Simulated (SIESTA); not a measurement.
Pb:

```
Pb
1.0
     0.00000    3.43900    3.43900
     3.43900    0.00000    3.43900
     3.43900    3.43900    0.00000
Pb
2
Cartesian
  1.7195 1.7195 1.7195
  0.0000 0.0000 0.0000
```

This isn't the form of Pb at room conditions, which is fcc.

| Item | Value |
| --- | --- |
| Program | SIESTA 5.4.2 |
| Task | relaxation of cell and atoms |
| Functional | PBE |
| Potentials or basis | PseudoDojo 0.4 standard (PBE files) |
| Basis | TZDP (energy shift 0.003 Ry; two zetas on semicore shells) |
| Grid cutoff | 500 Ry |
| Energy shift | 0.003 Ry |
| k mesh | 5 × 5 × 5 |
| Occupations | fermi-dirac, width 0.05 eV |
| Spin | no spin polarisation |

At the start: pressure 3.2 GPa; volume 40.67 Å³/atom.

How do energy, volume and symmetry change on relaxing?

Over 5 steps the energy falls by 39.8 meV/atom and the volume is 45.05 Å³/atom (+10.8 %); space group Fd-3m (No. 227, to 0.05 Å).

Step by step:
```
step  energy change (eV)  largest force (eV/Å)  pressure (GPa)  volume (Å³)
   1              0.0000                0.0001            3.22        81.34
   2             -0.0451                0.0001            1.99        84.19
   3             -0.0784                0.0002            0.33        88.89
   4             -0.0660                0.0001           -1.04        94.17
   5             -0.0796                0.0002            0.00        90.09
```

Final structure:
```
Pb
1.0
     0.00026    3.55826    3.55826
     3.55826    0.00026    3.55826
     3.55826    3.55826    0.00026
Pb
2
Direct
  0.24999 0.24999 0.24999
  0.00001 0.00001 0.00001
```

Caveat: the basis of atomic orbitals isn't converged, which shifts pressures, moduli and gaps.
